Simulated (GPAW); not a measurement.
# Ge (Fd-3m) in GPAW: a series of runs, part 2 of 3

GPAW 26.7.0. Earlier steps stand in the parts before.

## 4. Dielectric tensor, LDA

Contents of run.py:

```python
import numpy as np
from ase import Atoms
from ase.dft.bandgap import bandgap
from ase.io import write
from gpaw import GPAW, PW
from gpaw.response.df import DielectricFunction

atoms = Atoms(['Ge', 'Ge'],
              cell=[[0.0, 2.82891, 2.82891],
                    [2.82891, 0.0, 2.82891],
                    [2.82891, 2.82891, 0.0]],
              scaled_positions=[[0.75, 0.75, 0.75],
                                [0.5, 0.5, 0.5]],
              pbc=True)

calc = GPAW(mode=PW(450),
            xc='LDA',
            kpts={'size': (7, 7, 7), 'gamma': True},
            occupations={'name': 'fermi-dirac', 'width': 0.001},
            nbands=11,
            convergence={'density': 1e-06},
            maxiter=150,
            txt='gpaw.txt')
atoms.calc = calc
energy = atoms.get_potential_energy()
calc.write('gs.gpw')
write('result.traj', atoms)
print(f'Energy: {energy:.6f} eV')
print('Fermi level:', round(calc.get_fermi_level(), 4), 'eV')
print(f'Gap: {bandgap(calc)[0]:.4f} eV, direct: {bandgap(calc, direct=True)[0]:.4f} eV')

for size in [(21, 21, 21)]:
    name = 'x'.join(str(n) for n in size)
    dense = calc.fixed_density(kpts={'size': size, 'gamma': True},
                               nbands=30, convergence={'bands': 24, 'eigenstates': 1e-7},
                               update_fermi_level=True, txt=f'dense-{name}.txt')
    dense.write(f'{name}.gpw', mode='all')
    df = DielectricFunction(f'{name}.gpw', frequencies=np.array([0.0]), hilbert=False, eta=0.001,
                            ecut=80, nbands=24, intraband=False, txt=f'df-{name}.txt')
    for xc in ['RPA']:
        for direction in ['x', 'y', 'z', [0, 1, 1], [1, 0, 1], [1, 1, 0]]:
            e0, e = df.get_macroscopic_dielectric_constant(xc=xc, direction=direction)
            print(f'{name} {xc} {direction}: {e0:.4f} without, {e:.4f} with local fields')
```

Potentials or basis: the program's PAW data sets (release 1.2.1) made for this functional, pw.

Launch:

```console
OMP_NUM_THREADS=1 python run.py
```

gpaw.txt:

```text
__  _  _
 | _ |_)|_||  |
 |__||  | ||/\| - 26.7.0

Input parameters:
  mode=PW(ecut=450.00000000000006),
  convergence={'density': 1e-06},
  kpts=MonkhorstPack(size=(7, 7, 7), gamma=True),
  maxiter=150,
  nbands=11,
  occupations=Occupations(name='fermi-dirac', width=0.001),
  xc=XC(name='LDA')

Diagonalizing LCAO Hamiltonian
Converting LCAO to pw mode

           Ge

       Ge

Atoms  # Å, Bohr magnetons
|   | symbol |        x |        y |        z |    initial magnetic moments |
|---|--------|----------|----------|----------|-----------------------------|
| 0 |     Ge | 4.243365 | 4.243365 | 4.243365 | ( 0.0000,  0.0000,  0.0000) |
| 1 |     Ge | 2.828910 | 2.828910 | 2.828910 | ( 0.0000,  0.0000,  0.0000) |

Unit cell  # Å
| periodic |        x |        y |        z |  lengths |    angles |
|----------|----------|----------|----------|----------|-----------|
|      yes | 0.000000 | 2.828910 | 2.828910 | 4.000683 | 60.000000 |
|      yes | 2.828910 | 0.000000 | 2.828910 | 4.000683 | 60.000000 |
|      yes | 2.828910 | 2.828910 | 0.000000 | 4.000683 | 60.000000 |

Number of symmetries: 24
Symmetry operations  # r_c * U_cc + t_c -> r_c
|    | kind |            matrix            |
|----|------|------------------------------|
|  0 |  E   |  1, 0, 0,  0, 1, 0,  0, 0, 1 |
|  1 |  σ   |  1, 0, 0,  0, 0, 1,  0, 1, 0 |
|  2 |  σ   |  1, 0,-1,  0, 1,-1,  0, 0,-1 |
|  3 |  C3  |  1, 0,-1,  0, 0,-1,  0, 1,-1 |
|  4 |  C3  |  1,-1, 0,  0,-1, 1,  0,-1, 0 |
|  5 |  σ   |  1,-1, 0,  0,-1, 0,  0,-1, 1 |
|  6 |  σ   |  0, 1, 0,  1, 0, 0,  0, 0, 1 |
|  7 |  C3  |  0, 1, 0,  0, 0, 1,  1, 0, 0 |
|  8 |  C2  |  0, 1,-1,  1, 0,-1,  0, 0,-1 |
|  9 |  S4  |  0, 1,-1,  0, 0,-1,  1, 0,-1 |
| 10 |  C3  |  0, 0, 1,  1, 0, 0,  0, 1, 0 |
| 11 |  σ   |  0, 0, 1,  0, 1, 0,  1, 0, 0 |
| 12 |  S4  |  0, 0,-1,  1, 0,-1,  0, 1,-1 |
| 13 |  C3  |  0, 0,-1,  0, 1,-1,  1, 0,-1 |
| 14 |  S4  |  0,-1, 1,  1,-1, 0,  0,-1, 0 |
| 15 |  C2  |  0,-1, 1,  0,-1, 0,  1,-1, 0 |
| 16 |  C3  |  0,-1, 0,  1,-1, 0,  0,-1, 1 |
| 17 |  S4  |  0,-1, 0,  0,-1, 1,  1,-1, 0 |
| 18 |  S4  | -1, 1, 0, -1, 0, 1, -1, 0, 0 |
| 19 |  C3  | -1, 1, 0, -1, 0, 0, -1, 0, 1 |
| 20 |  C3  | -1, 0, 1, -1, 1, 0, -1, 0, 0 |
| 21 |  S4  | -1, 0, 1, -1, 0, 0, -1, 1, 0 |
| 22 |  σ   | -1, 0, 0, -1, 1, 0, -1, 0, 1 |
| 23 |  C2  | -1, 0, 0, -1, 0, 1, -1, 1, 0 |

BZ-sampling:
  Number of BZ points: 343
  Number of IBZ points: 20

  Monkhorst-Pack size: [7, 7, 7]
  Monkhorst-Pack shift: [0, 0, 0]

K-points  # in reciprocal-cell coordinates
|     |                                coordinates |     weight |
|-----|--------------------------------------------|------------|
|   0 | (  0.00000000,   0.00000000,   0.00000000) | 0.00291545 |
|   1 | (  0.14285714,   0.14285714,   0.00000000) | 0.01749271 |
|   2 | (  0.14285714,   0.14285714,   0.14285714) | 0.02332362 |
|   3 | (  0.28571429,   0.14285714,   0.14285714) | 0.03498542 |
|   4 | (  0.28571429,   0.28571429,   0.00000000) | 0.01749271 |
|   5 | (  0.28571429,   0.28571429,   0.14285714) | 0.06997085 |
|   6 | (  0.28571429,   0.28571429,   0.28571429) | 0.02332362 |
|   7 | (  0.42857143,  -0.28571429,  -0.28571429) | 0.03498542 |
|   8 | (  0.42857143,   0.28571429,  -0.42857143) | 0.13994169 |
|   9 | (  0.42857143,   0.28571429,  -0.28571429) | 0.06997085 |
| ... |                                            |            |
|  19 | (  0.42857143,   0.42857143,   0.42857143) | 0.02332362 |

Plane wave coefficients: 998
Cutoff: 450.00000000000006 eV

Spin-components: 1 (collinear spins)
Bands:           11
Projectors:      10
Spin-degeneracy: 2
Datatype:        complex128

Parallelization:
  kpt:    1
  domain: 1
  band:   1

Density:
  Valence electrons: 8.0
  Components: 1
  Grid points: [20 20 20]
  Charge: 0.0  # |e|

Potential:
  Grid points: [20 20 20]

species:
  Ge:
    name:    Germanium
    Z:       32.0
    valence: 4
    core:    28
    charge:  0.0  # [|e|]
    compensation charges:
      type: gauss
      rc: 0.32  # [Å]
      lmax: 2
    cutoffs:
      filter: 1.77  # [Å]
      core: 3.42  # [Å]
    projectors
    | kind |    occ | energy [eV] | rcut [Å] |
    |------|--------|-------------|----------|
    |   4s |  2.000 |     -11.940 |    1.005 |
    |   4p |  2.000 |      -4.047 |    1.005 |
    |    s |        |      15.272 |    1.005 |
    |    p |        |      23.164 |    1.005 |
    |    d |        |       0.000 |    1.005 |

    Using partial waves for Ge as LCAO basis

Reference energy: -114035.635429  # eV

eigensolver:
  PPCG
  Converge bands: occupied
  niter=2

density mixing:
  MSR1-Mixer
  Pratt-step length: 0.05
  Maximum mixing coefficient: 0.75
  Old densities: 10
  SVD Regularization: 0.005
  Good broyden scale: 1.0
  Trust region scale: 1.0
  Backstep threshold: 4.0
  History deletion threshold: 6.0
  Fourier metric: weight=20.0, sigma=0.015

occupation numbers:
  Fermi-Dirac:
    width: 0.0010  # eV

poisson solver:
  ecut: 3600.0000000000005  # eV

xc functional:
  name: None

convergence criteria:
- Maximum integral of absolute [dens]ity change: 1e-06 electrons / valence electron
- Maximum [total energy] change in last 3 cyles: 0.0005 eV / valence electron
- Maximum integral of absolute [eigenst]ate change: 4e-08 eV^2 / valence electron
maximum number of iterations: 150

SCF iterations
|iter     | |      energy | eigst |  dens |
|---------|-|-------------|-------|-------|
|iter:   1| |  -10.468412 | -0.46 |       |
|iter:   2| |  -10.457447 | -2.70 | -0.91 |
|iter:   3| |  -10.366557 | -2.56 | -0.93 |
|iter:   4| |  -10.363268 | -3.57 | -1.56 |
|iter:   5| |  -10.363222c| -5.21 | -2.48 |
|iter:   6| |  -10.363223c| -6.57 | -3.33 |
|iter:   7| |  -10.363223c| -7.85c| -3.78 |
|iter:   8| |  -10.363223c| -8.42c| -5.01 |
|iter:   9| |  -10.363223c| -9.44c| -5.65 |
|iter:  10| |  -10.363223c| -9.99c| -6.05c|

Converged in 10 steps
Energy contributions relative to reference atoms: (reference = -114035.635429)

Energy contributions:
  Kinetic:          26.048618
  Coulomb:         -23.451757
  Zero:              0.006153
  External:          0.000000
  Xc:              -12.966231
  Entropy:          -0.000011
  Spinorbit:         0.000000
  ----------------------------
  Free energy:     -10.363229
  Extrapolated:    -10.363223

dipole moment: (3.682279, 3.682279, 3.682279)  # |e|*Ang

Fermi level: 5.674
Eigenvalues  # (at kpt = [0.000, 0.000, 0.000])
| band index |      eig [eV] | occ [0-2] |
|------------|---------------|-----------|
|          0 |        -7.130 |     2.000 |
|          1 |         5.546 |     2.000 |
|          2 |         5.673 |     1.333 |
|          3 |         5.673 |     1.333 |
|          4 |         5.673 |     1.333 |
|          5 |         8.211 |     0.000 |
|          6 |         8.211 |     0.000 |
|          7 |         8.211 |     0.000 |
|          8 |        11.897 |     0.000 |
|          9 |        15.143 |     0.000 |
|         10 |        15.145 |     0.000 |

No gap
No difference between direct/indirect transitions
# Writing to gs.gpw (mode='')
```

df-21x21x21.txt:

```text
FrequencyGridDescriptor(from 0.000 to 0.000 eV, 1 points)
FrequencyGridDescriptor(from 0.000 to 0.000 eV, 1 points)

Calculating chi0 body with:
    Ground state adapter containing:
    Number of spins: 1
    Number of kpoints: 9261
    Number of irreducible kpoints: 286
    Number of completely occupied states: 2
    Number of partially occupied states: 5

    Linear response parametrization:
    q_c: [0.0, 0.0, 0.0]
    Number of frequency points: 1
    Planewave cutoff: 80.0
    Number of bands: 24
    Number of planewaves: 65
    Broadening (eta): 0.001

Integrating chi0 body.

Symmetries of q_c:
    Direct symmetries (Uq -> q): 24
    Indirect symmetries (TUq -> q): 24
In total 48 allowed symmetries.

Integral kind: response function

Calculating chi0 optical extensions with:
    Ground state adapter containing:
    Number of spins: 1
    Number of kpoints: 9261
    Number of irreducible kpoints: 286
    Number of completely occupied states: 2
    Number of partially occupied states: 5

    Linear response parametrization:
    Number of frequency points: 1
    Planewave cutoff: 80.0
    Number of bands: 24
    Number of planewaves: 65
    Broadening (eta): 0.001
Integrating chi0 head and wings.

Symmetries of q_c:
    Direct symmetries (Uq -> q): 24
    Indirect symmetries (TUq -> q): 24
In total 48 allowed symmetries.

Integral kind: response function wings

Finished calculating chi0
```

It took 1.8 min on 1 thread of Arm Neoverse V1, shared host; peak memory 0.4 GiB.

What came out:

```yaml
Free_energy: -10.3632 eV
Band_gap_on_the_k_mesh: none (metal or under the smearing width)
Electronic_dielectric_tensor_diagonal: 41.64
```

Electronic dielectric tensor:
```
41.64  0.00  0.00
 0.00 41.64  0.00
 0.00  0.00 41.64
```

Caveat: the long-wavelength limit can be off by a per cent or two.

## 5. Dielectric tensor, AM05

run.py, as its differences from that of step 4:

```diff
@@ -4,4 +4,6 @@
 from ase.io import write
-from gpaw import GPAW, PW
+from gpaw import GPAW, PW, setup_paths
 from gpaw.response.df import DielectricFunction
+
+setup_paths.insert(0, '.')
 
@@ -16,3 +18,3 @@
 calc = GPAW(mode=PW(450),
-            xc='LDA',
+            xc='AM05',
             kpts={'size': (7, 7, 7), 'gamma': True},
```

Potentials or basis: PAW data sets generated in the run's folder for this functional, pw.

Launch:

```console
gpaw-setup -f AM05 Ge
OMP_NUM_THREADS=1 python run.py
```

gpaw.txt:

```text
__  _  _
 | _ |_)|_||  |
 |__||  | ||/\| - 26.7.0

Input parameters:
  mode=PW(ecut=450.00000000000006),
  convergence={'density': 1e-06},
  kpts=MonkhorstPack(size=(7, 7, 7), gamma=True),
  maxiter=150,
  nbands=11,
  occupations=Occupations(name='fermi-dirac', width=0.001),
  xc=XC(name='AM05')

Diagonalizing LCAO Hamiltonian
Converting LCAO to pw mode

           Ge

       Ge

Atoms  # Å, Bohr magnetons
|   | symbol |        x |        y |        z |    initial magnetic moments |
|---|--------|----------|----------|----------|-----------------------------|
| 0 |     Ge | 4.243365 | 4.243365 | 4.243365 | ( 0.0000,  0.0000,  0.0000) |
| 1 |     Ge | 2.828910 | 2.828910 | 2.828910 | ( 0.0000,  0.0000,  0.0000) |

Unit cell  # Å
| periodic |        x |        y |        z |  lengths |    angles |
[... 144 lines left out ...]
|iter:   2| |   -9.386646 | -2.72 | -0.91 |
|iter:   3| |   -9.344094 | -2.61 | -0.93 |
|iter:   4| |   -9.343473 | -3.48 | -1.53 |
|iter:   5| |   -9.343558c| -5.10 | -2.48 |
|iter:   6| |   -9.343564c| -6.63 | -3.12 |
|iter:   7| |   -9.343564c| -7.82c| -3.82 |
|iter:   8| |   -9.343564c| -8.17c| -4.84 |
|iter:   9| |   -9.343564c| -9.11c| -5.41 |
|iter:  10| |   -9.343564c| -9.82c| -5.88 |
|iter:  11| |   -9.343564c|-10.56c| -6.70c|

Converged in 11 steps
Energy contributions relative to reference atoms: (reference = -114044.518003)

Energy contributions:
  Kinetic:          24.730457
  Coulomb:         -22.095478
  Zero:              0.003348
  External:          0.000000
  Xc:              -11.981891
  Entropy:          -0.000000
  Spinorbit:         0.000000
  ----------------------------
  Free energy:      -9.343564
  Extrapolated:     -9.343564

dipole moment: (3.700584, 3.700584, 3.700584)  # |e|*Ang

Fermi level: 5.930
Eigenvalues  # (at kpt = [0.000, 0.000, 0.000])
| band index |      eig [eV] | occ [0-2] |
|------------|---------------|-----------|
|          0 |        -6.855 |     2.000 |
|          1 |         5.900 |     2.000 |
|          2 |         5.900 |     2.000 |
|          3 |         5.900 |     2.000 |
|          4 |         5.984 |     0.000 |
|          5 |         8.445 |     0.000 |
|          6 |         8.445 |     0.000 |
|          7 |         8.445 |     0.000 |
|          8 |        12.348 |     0.000 |
|          9 |        15.271 |     0.000 |
|         10 |        15.272 |     0.000 |

Gap: 0.084 eV
Transition (v -> c):
  (s=0, k=0, n=3, [0.00, 0.00, 0.00]) -> (s=0, k=0, n=4, [0.00, 0.00, 0.00])
No difference between direct/indirect transitions
# Writing to gs.gpw (mode='')
```

df-21x21x21.txt:

```text
FrequencyGridDescriptor(from 0.000 to 0.000 eV, 1 points)
FrequencyGridDescriptor(from 0.000 to 0.000 eV, 1 points)

Calculating chi0 body with:
    Ground state adapter containing:
    Number of spins: 1
    Number of kpoints: 9261
    Number of irreducible kpoints: 286
    Number of completely occupied states: 4
    Number of partially occupied states: 4

    Linear response parametrization:
    q_c: [0.0, 0.0, 0.0]
    Number of frequency points: 1
    Planewave cutoff: 80.0
    Number of bands: 24
    Number of planewaves: 65
    Broadening (eta): 0.001

Integrating chi0 body.

Symmetries of q_c:
    Direct symmetries (Uq -> q): 24
    Indirect symmetries (TUq -> q): 24
In total 48 allowed symmetries.

Integral kind: response function

Calculating chi0 optical extensions with:
    Ground state adapter containing:
    Number of spins: 1
    Number of kpoints: 9261
    Number of irreducible kpoints: 286
    Number of completely occupied states: 4
    Number of partially occupied states: 4

    Linear response parametrization:
    Number of frequency points: 1
    Planewave cutoff: 80.0
    Number of bands: 24
    Number of planewaves: 65
    Broadening (eta): 0.001
Integrating chi0 head and wings.

Symmetries of q_c:
    Direct symmetries (Uq -> q): 24
    Indirect symmetries (TUq -> q): 24
In total 48 allowed symmetries.

Integral kind: response function wings

Finished calculating chi0
```

Wall time 1.8 min (1 thread of Arm Neoverse V1, shared host); peak memory 0.4 GiB.

What came out:

* Free energy: -9.3436 eV
* Band gap on the k mesh: 0.08 eV, direct
* Electronic dielectric tensor (diagonal): 234.54

Electronic dielectric tensor:
```
234.54   0.00   0.00
  0.00 234.54   0.00
  0.00   0.00 234.54
```

Caveat: the gap is small at this level, which inflates the dielectric constant; the long-wavelength limit can be off by a per cent or two; an odd mesh through Γ misses points on the zone boundary, where band edges often lie.

(Part 2 of 3 ends here.)
